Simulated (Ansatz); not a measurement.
# AlRu under changes of volume

One of the cells (13.387 Å³/atom); the others are scaled copies at fixed shape and fractional positions:

```xyz
2
Lattice="2.9916 0.0000 0.0000 0.0000 2.9916 0.0000 0.0000 0.0000 2.9916" Properties=species:S:1:pos:R:3 pbc="T T T"
Ru    1.4958    1.4958    1.4958
Al    0.0000    0.0000    0.0000
```

```yaml
Program: Ansatz 0.2.0
Functional: LDA
Potentials_or_basis: Ansatz PAW
Cutoff: "420 eV (not typed: the program's choice for these potentials)"
k_mesh: 9 × 9 × 9
Occupations: fermi-dirac, width 0.05 eV
Spin: no spin polarisation
```

```tsv
volume (Å³/atom)	energy over the lowest point (meV/atom)	pressure (GPa)
12.584	5.12	5.8
12.851	0.00	0.6
13.119	3.06	-4.0
13.387	13.44	-8.2
13.655	30.36	-11.9
13.922	?	?
14.190	81.13	-18.1
```

Task: What does the run at 13.922 Å³/atom give?

Result: Energy over the lowest point 53.14 meV/atom; pressure -15.2 GPa.

Worked out: A Birch-Murnaghan fit of order 3 (a polynomial in V^(-2/3)) to the other rows has its minimum at 12.88 Å³/atom with B0 = V·E''(V) = 232 GPa and B' = 4.3. It gives 53.08 meV/atom at 13.922 Å³/atom, against the run's 53.14, and -dE/dV = -15.3 GPa, against -15.2.

Energies are extrapolated to zero smearing.

Caveats: the PAW data sets come from PBE, with cores solved anew for the run's functional, which leaves a small shift of forces and pressure.
